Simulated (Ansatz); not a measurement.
SiO₂: strain energy, fitted

SiO₂, P6_322, a = 5.015 Å, c = 8.539 Å. This isn't the usual stable structure of the compound. Ansatz: LDA, PAW, 420 eV, Γ-centred 6×6×4 mesh on 12 atoms, Gaussian smearing 0.02 eV; no spin polarisation. Series: biaxial strain in the a-b plane, c and atoms relaxed; x is the strain in per cent. y is the free energy over the unstrained cell, V0 = 15.500 Å³/atom.

```tsv
x (%)	y (meV/atom)
-3.0	4.44
-1.5	?
0.0	0.00
1.5	1.14
3.0	4.33
```

Question: Fit y = c2 x² + c3 x³ to the other rows, turn c2 into a modulus, and predict the missing energy.

Answer: Least squares on the rows shown. y = 0.4879 x² − 0.001924 x³. In eV per unit strain² c2 is 4.879; M is the biaxial modulus (E = M V0 ε²): 4.879 × 160.2 / (15.500) = 50 GPa. The unstrained cell keeps some stress along the strain, worth a slope of 0.06 meV/atom per %, which the form leaves out. At x = -1.5 the fit asked for gives 1.10 meV/atom. The run gave 0.97 meV/atom, so the fit is 0.13 meV/atom too high, a small miss on the scale of the series.